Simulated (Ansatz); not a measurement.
TaN under changes of volume

One of the cells (9.949 Å³/atom); the others are scaled copies at fixed shape and fractional positions:

```xyz
4
Lattice="3.0500 0.0000 0.0000 -1.5250 2.6414 0.0000 0.0000 0.0000 4.9400" Properties=species:S:1:pos:R:3 pbc="T T T"
Ta    0.0000    1.7609    0.0000
Ta    1.5250    0.8805    2.4700
N     0.0000    1.7609    1.9019
N     1.5250    0.8805    4.3719
```

```yaml
Program: Ansatz 0.2.0
Functional: PBE
Potentials_or_basis: Ansatz PAW
Cutoff: "420 eV (not typed: the program's choice for these potentials)"
k_mesh: 10 × 10 × 6
Occupations: fermi-dirac, width 0.05 eV
Spin: no spin polarisation
```

```csv
volume (Å³/atom),energy over the lowest point (meV/atom),pressure (GPa),largest force (eV/Å)
9.352,?,?,?
9.551,814.70,168.7,2.543
9.750,615.57,152.2,2.466
9.949,436.07,137.1,2.391
10.148,274.60,123.2,2.320
10.347,129.68,110.4,2.251
10.546,0.00,98.6,2.184
```

Q: What does the run at 9.352 Å³/atom give?

A: Energy over the lowest point 1035.15 meV/atom; pressure 186.7 GPa; largest force 2.624 eV/Å.

Worked out: A Birch-Murnaghan fit of order 3 (a polynomial in V^(-2/3)) to the other rows has no minimum within the range. It gives 1035.25 meV/atom at 9.352 Å³/atom, against the run's 1035.15, and -dE/dV = 186.7 GPa, against 186.7.

Energies are extrapolated to zero smearing.

Caveats: forces of over 1 eV/Å show positions far from the minimum, so gaps and moduli don't describe the material at rest.
